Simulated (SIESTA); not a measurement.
The system is Ga.

```xyz
2
Lattice="1.3830 -4.0265 0.0000 1.3830 4.0265 0.0000 -0.1174 0.0000 3.3299" Properties=species:S:1:pos:R:3 pbc="T T T"
Ga    1.2949    2.9716    2.4974
Ga    1.3536   -2.9716    0.8325
```

This isn't the form of Ga at room conditions, which is orthorhombic.

Base run:

```yaml
Program: SIESTA 5.4.2
Functional: PBEsol
Potentials_or_basis: PseudoDojo 0.4 standard (PBEsol files)
Basis: SZP (energy shift 0.003 Ry)
Grid_cutoff: 800 Ry
Energy_shift: 0.003 Ry
k_mesh: 10 × 10 × 8
Occupations: fermi-dirac, width 0.05 eV
Spin: no spin polarisation
```

Its results: band gap on the k mesh none (metal or under the smearing width); pressure -1.0 GPa; largest force 0.066 eV/Å.

Question: The run is repeated on the same cell with these changes: basis from SZP (energy shift 0.003 Ry) to TZP (energy shift 0.003 Ry; two zetas on semicore shells). What comes out?

Answer: Band gap on the k mesh none (metal or under the smearing width); pressure -2.2 GPa; largest force 0.129 eV/Å.

Caveats: the basis of atomic orbitals isn't converged, which shifts pressures, moduli and gaps.
